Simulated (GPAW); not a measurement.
PbSe:

```
Pb Se
1.0
     3.78432    0.00000    0.00000
     0.00000    3.78432    0.00000
     0.00000    0.00000    3.78432
Pb Se
1 1
Cartesian
  0.0000 0.0000 0.0000
  1.8922 1.8922 1.8922
```

Measurements of this composition are mostly on another form, of space group No. 225.

Base run:

| Property | Result |
| --- | --- |
| Program | GPAW 26.7.0 |
| Functional | LDA |
| Potentials or basis | the program's PAW data sets (release 1.2.1) made for this functional |
| Cutoff | 600 eV |
| Basis | pw |
| k mesh | 7 × 7 × 7 |
| Occupations | gaussian, width 0.05 eV |
| Spin | no spin polarisation |

Its results: band gap on the k mesh none (metal or under the smearing width); pressure -5.0 GPa.

Q: The run is repeated on the same cell with these changes: functional from LDA to PBEsol; potentials or basis from the program's PAW data sets (release 1.2.1) made for this functional to PAW data sets generated in the run's folder for this functional. What comes out?

A: Band gap on the k mesh none (metal or under the smearing width); pressure -3.4 GPa.
